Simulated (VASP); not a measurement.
Set up this calculation in VASP 6.6.1, as the native input.

```
Task                   : single point
Functional             : PBE
Potentials or basis    : VASP PAW PBE potentials, release 64 (Cd)
Cutoff                 : 520 eV
k mesh                 : 16 × 16 × 16
Occupations            : gaussian, width 0.1 eV
Spin                   : no spin polarisation
Dipole correction      : no
Further INCAR settings : ALGO = Normal; EDIFF = 1e-06; NBANDS = 12
```

The structure of Cd lies in POSCAR:

```
Cd
1.0
    0.0000000000      2.2185046540      2.2185046540
    2.2185046540      0.0000000000      2.2185046540
    2.2185046540      2.2185046540      0.0000000000
Cd
1
Direct
    0.0000000000      0.0000000000      0.0000000000
```

This isn't the form of Cd at room conditions, which is hcp.

The cell isn't the ideal one: functional PBE, strained and moved within the space group.

The input as run:

INCAR

```
SYSTEM = Cd
PREC = Accurate
ENCUT = 520
EDIFF = 1E-6
ISMEAR = 0
SIGMA = 0.1
LREAL = .FALSE.
LASPH = .TRUE.
NELM = 100
ALGO = Normal
ISIF = 2
LWAVE = .FALSE.
LCHARG = .FALSE.
GGA = PE
NBANDS = 12
```

KPOINTS

```
Automatic mesh
0
G
  16 16 16
  0 0 0
```

Potentials or basis: VASP PAW PBE potentials, release 64 (Cd).

Command:

```bash
$ cat potpaw_PBE.64/Cd/POTCAR > POTCAR
$ mpirun -np 1 vasp_std > vasp.out
```

It gave:

```yaml
Pressure: 2.6 GPa
Band_gap_on_the_k_mesh: none (metal or under the smearing width)
```

Wall time 24 s on 1 thread of Intel(R) Xeon(R) Platinum 8375C CPU @ 2.90GHz (Ice Lake) (shared host), peak memory 0.16 GiB.
